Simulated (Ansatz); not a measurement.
# BaO: stress in a strained cell

Aim: deform BaO (zz strain of +1 %) and compute stress, forces and field gradients with LAPW, PAW and all-electron datasets made for the crystal.

Computed with Ansatz 0.2.0 (DFT LDA, scalar-relativistic, unless a step's input says otherwise).

## Step 1: The starting structure

Symmetry: Fm-3m, No. 225, cubic system. The conventional cell has a = 5.500 Å, b = 5.500 Å, c = 5.500 Å, α = 90.00°, β = 90.00°, γ = 90.00°. Ba (site symmetry m-3m) is surrounded by 6 O at 2.75 Å. Around O (site symmetry m-3m) lie 6 Ba at 2.75 Å.

As a file:

```cif
data_structure
_symmetry_space_group_name_H-M 'P 1'
_symmetry_Int_Tables_number 1
_cell_length_a 3.8891
_cell_length_b 3.8891
_cell_length_c 3.8891
_cell_angle_alpha 60.000
_cell_angle_beta 60.000
_cell_angle_gamma 60.000
_cell_volume 41.59
loop_
_atom_site_label
_atom_site_type_symbol
_atom_site_fract_x
_atom_site_fract_y
_atom_site_fract_z
_atom_site_occupancy
Ba1 Ba 0.00000 0.00000 0.00000 1
O1 O 0.50000 0.50000 0.50000 1
```

Atoms are numbered in the order of the input: Ba1, O2.

## Step 2: The deformed structure

Space group Fm-3m before, I4/mmm after.

## Step 3: Full-potential LAPW

Input file input.yaml:

```yaml
crystal:
  lattice:
    - [0.0, 2.75, 2.7775]
    - [2.75, 0.0, 2.7775]
    - [2.75, 2.75, 0.0]
  atoms:
    - { symbol: Ba, position: [0.0, 0.0, 0.0] }
    - { symbol: O, position: [0.5, 0.5, 0.5] }
kpoints:
  mp_grid: { grid: [8, 8, 8] }
  band_path:
    path:
      - [0.0, 0.0, 0.0]
      - [0.0, 0.5, 0.5]
      - [0.25, 0.75, 0.5]
      - [0.0, 0.5, 0.0]
      - [0.0, 0.0, 0.0]
      - [0.5, 0.5, 0.0]
      - [0.3725370062, 0.6274629938, 0.0]
      - [-0.3725370062, 0.3725370062, 0.0]
      - [0.0, 0.0, 0.0]
    npoints: 5
scf:
  occupations: { method: fermi_dirac, width: 0.02 }
hamiltonian:
  xc: lda
  pseudopotentials: { kind: all_electron, lapw: { basis_error: 0.0005 } }
output:
  forces: true
  stress: true
  eigenvalues: true
```

Command:

```bash
$ ansatz run input.yaml --threads 1 --pin off --max-ram 3072MiB --backend cpu --events-out ev --progress --plain --runs-dir out
```

## Step 4: PAW with frozen cores

Input file input.yaml:

```yaml
crystal:
  lattice:
    - [0.0, 2.75, 2.7775]
    - [2.75, 0.0, 2.7775]
    - [2.75, 2.75, 0.0]
  atoms:
    - { symbol: Ba, position: [0.0, 0.0, 0.0] }
    - { symbol: O, position: [0.5, 0.5, 0.5] }
kpoints:
  mp_grid: { grid: [8, 8, 8] }
scf:
  occupations: { method: fermi_dirac, width: 0.02 }
hamiltonian:
  xc: lda
  pseudopotentials: { kind: paw }
output:
  forces: true
  stress: true
  eigenvalues: true
  efg: { contact_densities: true }
  write_density: true
  write_potential: true
  elf: true
  volumetric_format: npy
```

## Step 5: Datasets made for this crystal

Changes to input.yaml since step 4:

```diff
@@ -14,3 +14,3 @@
   xc: lda
-  pseudopotentials: { kind: paw }
+  pseudopotentials: { kind: all_electron, datasets: crystal }
 output:
@@ -20,5 +20 @@
   efg: { contact_densities: true }
-  write_density: true
-  write_potential: true
-  elf: true
-  volumetric_format: npy
```

(Steps that only read results are left out.)

Before running it: what results should come out? Wanted: pressure; largest shear or deviatoric stress.

The runs gave:

```
                                 quantity                                              value
                                 pressure  LAPW -3.54, PAW -3.56, crystal datasets -3.54 GPa
largest shear or deviatoric stress (LAPW)                                           0.48 GPa
```

What this shows: The largest part of the stress beyond the pressure is 0.48 GPa in size, in the zz component; the atoms are carried along and not relaxed. No run of the undeformed cell stands beside it, so the pressure holds what the given cell had before the change. PAW: stress within 0.02 GPa of LAPW. Crystal datasets: stress within 0.01 GPa of LAPW. Spin-orbit coupling is left out, though the cell holds Ba; in elements this heavy it can shift bands and gaps by tenths of an eV.

These are semilocal Kohn-Sham gaps, which aren't the measured quantity. Such gaps usually fall short of the measured ones.
